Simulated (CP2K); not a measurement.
Crystal: NiO.

```
CELL_PARAMETERS angstrom
2.94991 0.00000 0.00000
1.47496 2.55470 0.00000
1.47496 0.85157 2.40859
ATOMIC_POSITIONS crystal
Ni 0.00000 0.00000 0.00000
O 0.50000 0.50000 0.50000
```

Base run:

```yaml
Program: CP2K 2026.2
Functional: PBE
Potentials_or_basis: GTH_POTENTIALS Ni GTH-PBE-q18; POTENTIAL_UZH O GTH-PBE-q6; TZVP-MOLOPT-SR-GTH, TZVP-MOLOPT-PBE-GTH basis
Density_cutoff: 8163 eV
k_mesh: 11 × 11 × 11
Occupations: fermi-dirac, width 0.05 eV
Spin: collinear spin, ferromagnetic start
Starting_moments: "[1.0, 0.0] μB"
```

Its results: band gap on the k mesh none (metal or under the smearing width); pressure 9.0 GPa; net moment 1.92 μB per cell; site moments Ni +1.62; O +0.30 μB.

Problem. The run is repeated on the same cell with these changes: functional from PBE to PBEsol; ngrids from 4 to 5. What comes out?

Solution. Band gap on the k mesh none (metal or under the smearing width); pressure -2.9 GPa; net moment 1.75 μB per cell; site moments Ni +1.48; O +0.28 μB.

Caveats: the basis of atomic orbitals isn't converged, which shifts pressures, moduli and gaps; a cell with one magnetic atom can't hold antiferromagnetic order, which such compounds often take; semilocal functionals often make such compounds metallic where correlation or magnetic order opens a gap, which also shifts bond lengths; the potentials were made for another functional, which shifts forces and pressure (some runs).

Not every run made on this cell is shown here.
